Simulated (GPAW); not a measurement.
The system is Fe2Ge.

```
CELL_PARAMETERS angstrom
4.16363 0.00000 0.00000
-2.08182 3.60581 0.00000
0.00000 0.00000 2.62647
ATOMIC_POSITIONS crystal
Ge 0.00000 0.00000 0.00000
Fe 0.33333 0.66667 0.50000
Fe 0.66667 0.33333 0.50000
```

The cell comes from a database or a generator and needn't be the stable form of this composition.

| Property | Result |
| --- | --- |
| Program | GPAW 26.7.0 |
| Task | relaxation of cell and atoms |
| Functional | PBEsol |
| Potentials or basis | PAW data sets generated in the run's folder for this functional |
| Cutoff | 600 eV |
| Basis | pw |
| k mesh | 5 × 5 × 7 |
| Occupations | fermi-dirac, width 0.05 eV |
| Spin | collinear spin, ferromagnetic start |
| Starting moments | [0.0, 3.0, 3.0] μB |

At the start: pressure -6.7 GPa; volume 13.14 Å³/atom.

**Question.** Where does the relaxation end?

**Answer.** Over 5 steps the energy falls by 14.5 meV/atom and the volume is 12.41 Å³/atom (-5.6 %); space group P6/mmm (No. 191, to 0.05 Å); moment 4.44 μB per cell.

Step by step:
```tsv
step	energy change (eV)	largest force (eV/Å)	pressure (GPa)	volume (Å³)
1	0.0000	0.0000	-6.67	39.43
2	-0.0118	0.0000	-5.78	39.12
3	-0.0409	0.0000	0.14	37.26
4	-0.0413	0.0000	0.13	37.26
5	-0.0436	0.0000	0.13	37.23
```

Final structure:
```
CELL_PARAMETERS angstrom
4.06018 0.00000 0.00000
-2.03009 3.51622 0.00000
0.00000 0.00000 2.60763
ATOMIC_POSITIONS crystal
Ge 0.00000 0.00000 0.00000
Fe 0.33333 0.66667 0.50000
Fe 0.66667 0.33333 0.50000
```

Caveat: each step starts from the last one's moments, so a moment once lost doesn't come back; later steps reuse the first step's grids.
